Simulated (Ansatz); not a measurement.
Here is an Ansatz 0.2.0 calculation.

The input input:

```
crystal:
  lattice:
    - [0.0, 2.06217088, 2.06217088]
    - [2.06217088, 0.0, 2.06217088]
    - [2.06217088, 2.06217088, 0.0]
  atoms:
    - { symbol: Ni, position: [0.0, 0.0, 0.0], spin: 1.0 }
    - { symbol: O, position: [0.75, 0.75, 0.75] }
hamiltonian:
  xc: r2scanh
  pseudopotentials: { kind: paw }
magnetization:
  spin_polarized: true
kpoints:
  mp_grid: { grid: [6, 6, 6] }
scf:
  occupations: { method: fermi_dirac, width: 0.05 }
output:
  forces: true
  stress: true
  eigenvalues: true
```

(1) Predict the pressure.

(2) What does it give for the site moments?

## Answers

(1) 62.0 GPa.

(2) Ni +1.58; O +0.37 μB.

Caveat: the k mesh is coarse (spacing up to 0.44 Å⁻¹), so the values aren't converged, least of all with exact exchange; the magnetic or orbital state may not be the lowest; a pressure of tens of GPa on the cell as given is suspect, and the run, the potentials or the cell itself is likely at fault; the pressure holds a Pulay correction of +0.4 GPa for the finite cutoff; a cell with one magnetic atom can't hold antiferromagnetic order, which such compounds often take; the PAW data sets come from PBE, with cores solved anew for the run's functional, which leaves a small shift of forces and pressure; the thresholds are loose for stress.
